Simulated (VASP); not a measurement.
# Zr (P6_3/mmc) in VASP: single point with PBEsol

Aim: the single point of Zr with PBEsol.

Everything below comes from runs of VASP 6.6.1. Logs are shortened: lines on timing, memory, paths and dates and some standing lists are left out, and cuts for length are marked.

## Step 1: The crystal as given

It takes space group P6_3/mmc (No. 194, hexagonal). Conventional cell: a = 3.184 Å, b = 3.184 Å, c = 5.119 Å, α = 90.00°, β = 90.00°, γ = 120.00°. Zr (site symmetry -6m2) has 12 Zr at 3.15 to 3.18 Å as nearest neighbours.

## Step 2: Single point, PBEsol, non-collinear spin, zero start, spin-orbit coupling

Input file INCAR:

```
SYSTEM = Zr
ALGO = Normal
EDIFF = 1E-6
ENCUT = 520
GGA = PS
GGA_COMPAT = .FALSE.
ISIF = 2
ISMEAR = 0
LASPH = .TRUE.
LCHARG = .FALSE.
LMAXMIX = 4
LNONCOLLINEAR = .TRUE.
LORBIT = 11
LREAL = .FALSE.
LSORBIT = .TRUE.
LWAVE = .FALSE.
MAGMOM = 0 0 0 0 0 0
NELM = 80
PREC = Accurate
SIGMA = 0.1
```

Input file KPOINTS:

```
k-points
0
G
  15 15 8
  0 0 0
```

Input file POSCAR:

```
Zr
1.0
    3.1843400000      0.0000000000      0.0000000000
   -1.5921700000      2.7577200000      0.0000000000
    0.0000000000      0.0000000000      5.1189500000
Zr
2
Direct
    0.3333300000      0.6666700000      0.2500000000
    0.6666700000      0.3333300000      0.7500000000
```

Potentials or basis: VASP PAW PBE potentials, release 64 (Zr_sv).

The run is started by

```sh
> cat potpaw_PBE.64/Zr_sv/POTCAR > POTCAR
> mpirun -np 1 vasp_ncl > vasp.out
```

OUTCAR:

```text
SYSTEM = Zr
   EDIFF = 1E-6
   ENCUT = 520
   GGA = PS
   ISIF = 2
   ISMEAR = 0
   LASPH = .TRUE.
   LNONCOLLINEAR = .TRUE.
   LORBIT = 11
   LREAL = .FALSE.
   LSORBIT = .TRUE.
   NELM = 80
   PREC = Accurate

 ion  position               nearest neighbor table
   1  0.333  0.667  0.250-   2 3.15   2 3.15   2 3.15   2 3.15   2 3.15   2 3.15
   2  0.667  0.333  0.750-   1 3.15   1 3.15   1 3.15   1 3.15   1 3.15   1 3.15

  LATTYP: Found a hexagonal cell.
 ALAT       =     3.1843400000
 C/A-ratio  =     1.6075387678

  Lattice vectors:

 A1 = (   3.1843400000,   0.0000000000,   0.0000000000)
 A2 = (  -1.5921700000,   2.7577200000,   0.0000000000)
 A3 = (   0.0000000000,   0.0000000000,   5.1189500000)

Analysis of symmetry for initial positions (statically):
=====================================================================
 Subroutine PRICEL returns:
 Original cell was already a primitive cell.

 Routine SETGRP: Setting up the symmetry group for a
 hexagonal supercell.

 Subroutine GETGRP returns: Found  8 space group operations
 (whereof  4 operations were pure point group operations)
 out of a pool of 24 trial point group operations.

The static configuration has the point symmetry C_2h.
 The point group associated with its full space group is D_2h.

Analysis of symmetry for dynamics (positions and initial velocities):
=====================================================================
 Subroutine PRICEL returns:
 Original cell was already a primitive cell.

 Routine SETGRP: Setting up the symmetry group for a
 hexagonal supercell.

 Subroutine GETGRP returns: Found  8 space group operations
 (whereof  4 operations were pure point group operations)
 out of a pool of 24 trial point group operations.

The dynamic configuration has the point symmetry C_2h.
 The point group associated with its full space group is D_2h.

Analysis of structural, dynamic, and magnetic symmetry:
=====================================================================
 Subroutine PRICEL returns:
 Original cell was already a primitive cell.

 Routine SETGRP: Setting up the symmetry group for a
 hexagonal supercell.

 Subroutine GETGRP returns: Found  8 space group operations
 (whereof  4 operations were pure point group operations)
 out of a pool of 24 trial point group operations.

The overall configuration has the point symmetry C_2h.
 The point group associated with its full space group is D_2h.

 Subroutine INISYM returns: Found  8 space group operations
 (whereof  4 operations are pure point group operations),
 and found     1 'primitive' translations

----------------------------------------------------------------------------------------

                                     Primitive cell

  volume of cell :      44.9522

  direct lattice vectors                    reciprocal lattice vectors
     3.184340000  0.000000000  0.000000000     0.314036818  0.181309197  0.000000000
    -1.592170000  2.757720000  0.000000000     0.000000000  0.362618395  0.000000000
     0.000000000  0.000000000  5.118950000     0.000000000  0.000000000  0.195352563

  length of vectors
     3.184340000  3.184340577  5.118950000     0.362618461  0.362618395  0.195352563

  position of ions in fractional coordinates (direct lattice)
     0.333330000  0.666670000  0.250000000
     0.666670000  0.333330000  0.750000000

  ion indices of the primitive-cell ions
   primitive index   ion index
                 1           1
                 2           2

----------------------------------------------------------------------------------------

 KPOINTS: k-points

Automatic generation of k-mesh.
 Grid dimensions read from file:
 generate k-points for:   15   15    8

 Generating k-lattice:

[... 80 lines left out ...]
     AMIX     =   0.40;   BMIX     =  1.00
     AMIX_MAG =   1.60;   BMIX_MAG =  1.00
  volume/ion in A,a.u.               =      22.48       151.68
  Fermi-wavevector in a.u.,A,eV,Ry     =   1.328093  2.509731 23.998370  1.763830
  Thomas-Fermi vector in A             =   2.457356
   LORBIT       =     11    0 simple, 1 ext, 2 COOP (PROOUT), +10 PAW based schemes
   GGA     = PS    functional components
   LHFCALC =     F    Hartree Fock is set to
   AEXX    =    0.0000 exact exchange contribution
   IVDW    =     0    specifies the selected vdW correction
   LEPSILON=     F    determine dielectric tensor
   LRPA    =     F    only Hartree local field effects (RPA)
 Gauss-broadening in eV      SIGMA  =   0.10
  energy-cutoff  :      520.00
  volume of cell :       44.95
 maximum number of plane-waves:      2460
   NGX = 11   NGY = 11   NGZ = 19

 number of electron      24.0000000 magnetization      -0.0000000      0.0000000      0.0000000

 number of electron      24.0000000 magnetization      -0.0000000     -0.0000000     -0.0000000

 number of electron      24.0000000 magnetization       0.0000000      0.0000000      0.0000000

 number of electron      24.0000000 magnetization      -0.0000000      0.0000000     -0.0000000

 Free energy of the ion-electron system (eV)
  ---------------------------------------------------
  ext. energy  EPLUGINS =         0.00000000
  ---------------------------------------------------
  free energy    TOTEN  =       -18.31173857 eV

  energy without entropy =      -18.30158084  energy(sigma->0) =      -18.30665971

 E-fermi :   9.2763     XC(G=0): -11.3643

 val. band max:        9.2705700280   @ k =   0.3333   0.2667   0.5000
 cond. band min:       9.2803438034   @ k =   0.2000   0.1333   0.3750
 fundamental gap:      0.0097737754
 Fermi energy:         9.2763327532

 k-point     1 :       0.0000    0.0000    0.0000
  band No.  band energies     occupation
      1     -39.4066      1.00000
      2     -39.4066      1.00000
      3     -39.2322      1.00000
      4     -39.2322      1.00000
      5     -18.6419      1.00000
      6     -18.6419      1.00000
[... 829 lines left out ...]
     31      12.1835      0.00000
     32      12.1835      0.00000

 [... further k-points ...]

------------------------ aborting loop because EDIFF is reached ----------------------------------------

  FORCE on cell =-STRESS in cart. coord.  units (eV):
  Direction    XX          YY          ZZ          XY          YZ          ZX
  --------------------------------------------------------------------------------------
  -------------------------------------------------------------------------------------
  Total       -0.0172728     -0.0172049     -0.0126161      0.0000588      0.0000000      0.0000000
  in kB       -0.6156333     -0.6132156     -0.4496621      0.0020940      0.0000000      0.0000000
  external PRESSURE =      -0.5595037 kB  Pullay stress =       0.0000000 kB

 VOLUME and BASIS-vectors are now :
 -----------------------------------------------------------------------------
  energy-cutoff  :      520.00
  volume of cell :       44.95
      direct lattice vectors                 reciprocal lattice vectors
     3.184340000  0.000000000  0.000000000     0.314036818  0.181309197  0.000000000
    -1.592170000  2.757720000  0.000000000     0.000000000  0.362618395  0.000000000
     0.000000000  0.000000000  5.118950000     0.000000000  0.000000000  0.195352563

 POSITION                                       TOTAL-FORCE (eV/Angst)
 -----------------------------------------------------------------------------------
     -0.00002      1.83849      1.27974         0.000024     -0.000014      0.000000
      1.59219      0.91923      3.83921        -0.000024      0.000014     -0.000000
 -----------------------------------------------------------------------------------
    total drift:                                0.000000     -0.000000      0.000000

  FREE ENERGIE OF THE ION-ELECTRON SYSTEM (eV)
  ---------------------------------------------------
  free  energy   TOTEN  =       -18.3117385743 eV

  energy  without entropy=      -18.3015808359  energy(sigma->0) =      -18.30665971

 Spin-Orbit-Coupling matrix elements

 Ion:    1  E_soc:     -0.1441947
 l=   1
     0.0000000    -0.0233079    -0.0234480
    -0.0233079     0.0000000    -0.0233079
    -0.0234480    -0.0233079     0.0000000
 l=   2
     0.0000000    -0.0001222     0.0000000    -0.0001222    -0.0005444
    -0.0001222     0.0000000    -0.0004403    -0.0001197    -0.0001222
     0.0000000    -0.0004403     0.0000000    -0.0004403     0.0000000
    -0.0001222    -0.0001197    -0.0004403     0.0000000    -0.0001222
    -0.0005444    -0.0001222     0.0000000    -0.0001222     0.0000000
 l=   3
     0.0000000     0.0000000     0.0000000     0.0000000     0.0000000     0.0000000     0.0000000
     0.0000000     0.0000000     0.0000000     0.0000000     0.0000000     0.0000000     0.0000000
     0.0000000     0.0000000     0.0000000     0.0000000     0.0000000     0.0000000     0.0000000
     0.0000000     0.0000000     0.0000000     0.0000000     0.0000000     0.0000000     0.0000000
     0.0000000     0.0000000     0.0000000     0.0000000     0.0000000     0.0000000     0.0000000
     0.0000000     0.0000000     0.0000000     0.0000000     0.0000000     0.0000000     0.0000000
     0.0000000     0.0000000     0.0000000     0.0000000     0.0000000     0.0000000     0.0000000

 Ion:    2  E_soc:     -0.1441947
 l=   1
     0.0000000    -0.0233079    -0.0234480
    -0.0233079     0.0000000    -0.0233079
    -0.0234480    -0.0233079     0.0000000
 l=   2
     0.0000000    -0.0001222     0.0000000    -0.0001222    -0.0005444
    -0.0001222     0.0000000    -0.0004403    -0.0001197    -0.0001222
     0.0000000    -0.0004403     0.0000000    -0.0004403     0.0000000
    -0.0001222    -0.0001197    -0.0004403     0.0000000    -0.0001222
    -0.0005444    -0.0001222     0.0000000    -0.0001222     0.0000000
 l=   3
     0.0000000     0.0000000     0.0000000     0.0000000     0.0000000     0.0000000     0.0000000
     0.0000000     0.0000000     0.0000000     0.0000000     0.0000000     0.0000000     0.0000000
     0.0000000     0.0000000     0.0000000     0.0000000     0.0000000     0.0000000     0.0000000
     0.0000000     0.0000000     0.0000000     0.0000000     0.0000000     0.0000000     0.0000000
     0.0000000     0.0000000     0.0000000     0.0000000     0.0000000     0.0000000     0.0000000
     0.0000000     0.0000000     0.0000000     0.0000000     0.0000000     0.0000000     0.0000000
     0.0000000     0.0000000     0.0000000     0.0000000     0.0000000     0.0000000     0.0000000

 total charge

# of ion       s       p       d       tot
------------------------------------------
    1        2.241   5.958   1.667   9.866
    2        2.241   5.958   1.667   9.866
--------------------------------------------------
tot          4.482  11.915   3.334  19.731

 magnetization (x)

# of ion       s       p       d       tot
------------------------------------------
    1        0.000   0.000   0.000   0.000
    2        0.000   0.000   0.000   0.000
--------------------------------------------------
tot          0.000   0.000   0.000   0.000

 magnetization (y)

# of ion       s       p       d       tot
------------------------------------------
    1        0.000   0.000   0.000   0.000
    2        0.000   0.000   0.000   0.000
--------------------------------------------------
tot          0.000   0.000   0.000   0.000

 magnetization (z)

# of ion       s       p       d       tot
------------------------------------------
    1        0.000   0.000   0.000   0.000
    2        0.000   0.000   0.000   0.000
--------------------------------------------------
tot          0.000   0.000   0.000   0.000
```

Run time: 9.9 min. Hardware: 1 thread of Intel Xeon Platinum 8259CL at 2.50GHz (Skylake/Cascade Lake), shared host; peak memory 0.68 GiB.

Results:

| Item | Value |
| --- | --- |
| Free energy | -18.3117 eV |
| Pressure | -0.1 GPa |
| Net moment | 0.00 μB per cell |
| Valence electrons inside the program's atomic spheres | Zr 9.87 |

Moments on the atoms (μB; x, y, z):
```
Zr  0.00 0.00 0.00
Zr  0.00 0.00 0.00
```

Caveat: the PAW data sets were made with another functional, which shifts forces and pressure a little.
